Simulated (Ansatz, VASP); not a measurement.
**Two plane-wave programs on Ge**

```
Ge
1.0
    -1.50541    1.50541    1.50541
     1.50541   -1.50541    1.50541
     1.50541    1.50541   -1.50541
Ge
1
Direct
  0.00000 0.00000 0.00000
```

Change from the starting cell: volume scaled by 0.706, to set the pressure.

Alike in both runs: task single point; functional PBE; k mesh 18 × 18 × 18; occupations fermi-dirac, width 0.08 eV; no spin polarisation.

```csv
,VASP,Ansatz
version,VASP 6.6.1,Ansatz 0.2.0
potentials or method,"VASP PAW PBE potentials, release 64 (Ge_d)","PAW with Ansatz's default frozen-core files, scalar-relativistic"
plane-wave cutoff (eV),520,420
valence electrons in the cell,14,14
```

```csv
,VASP,Ansatz,Ansatz less VASP
pressure (GPa),47.9,48.0,0.00
```

With one functional, cell and mesh, what is left measures potentials, basis and numerics.

Caveats: so large a pressure means that the cell lies far from this level's equilibrium, or that cutoff or potentials fall short (VASP).
